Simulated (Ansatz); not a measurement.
# A series in volume scale on C

Free energy against uniform scaling of the volume at fixed shape and fractions; periodic cell, basis, potentials, k mesh and filling as listed. The results are calculated, by Ansatz 0.2.0.

The cell before it is scaled or strained (space group C2/m, No. 12):
```
C
1.0
      2.1273    -1.2283     0.0000
      2.1273     1.2283     0.0000
     -1.3791     0.0000     3.5028
C
2
Direct
  0.83336 0.83336 0.00009
  0.16664 0.16664 0.99991
```

Settings of every row: functional PBEsol; dispersion none; potentials PAW; wave cutoff 500 eV; density cutoff 2000 eV; k mesh 14x14x8; k shift 0x0x0; occupations gaussian; smearing width 0.15 eV; spin none.

Limits: a layered crystal: even scaling strains the bonds within the layers, so this curve is stiffer than the crystal under pressure; the cell comes from a prototype or a list of computed structures and needn't be the stable phase.

| row | volume scale | V (Å³/atom) | pressure (GPa) | energy above lowest point (meV/atom) |
| --- | --- | --- | --- | --- |
| 1 | 0.94 | 8.604 | 19.7 | 33.8 |
| 2 | 0.96 | 8.787 | 12.85 | 15.3 |
| 3 | 0.98 | 8.97 | 6.61 | 4.2 |
| 4 | 1 | 9.153 | ? | ? |
| 5 | 1.02 | 9.336 | -4.3 | 2 |
| 6 | 1.04 | 9.519 | -9.05 | 9.7 |
| 7 | 1.06 | 9.702 | -13.4 | 22.5 |

Question: what pressure should row 4 give?

Worked fit of pressure. Take u = (V_r/V)^(2/3) − 1 with V_r = 9.153 Å³ an atom, which is twice the finite (Eulerian) strain; such expansions in the strain, on which the Birch-Murnaghan equation of state is built, carry the rest volume and the bulk modulus. The shown rows have u = 0.0421, 0.02758, 0.01356, -0.01311, -0.0258, -0.03809. Least squares give pressure = 0.907 + 408.41 × u + 881 × u² + 502 × u³ GPa; a parabola predicts inner rows, each left out in turn, worse (root mean square 0.011 against 0.0048 GPa). All shown rows lie on it to the printed digit. The pressure vanishes at u = -0.0022, or V = 9.184 Å³ an atom, and there the bulk modulus at fixed shape and fractions is B = −V dP/dV = (2/3)(1 + u) dP/du = 269 GPa. Letting shape and atoms relax would as a rule lower it, by much in layered, chain or molecular crystals. The withheld row has u = 0, so the fit gives 0.907 + 408.41 × (0) + 881 × (0)² + 502 × (0)³ = 0.91 GPa.

The calculation gave 0.91 GPa. The fit meets it to the printed digit.

The other values of row 4: energy above lowest point 0 meV/atom.
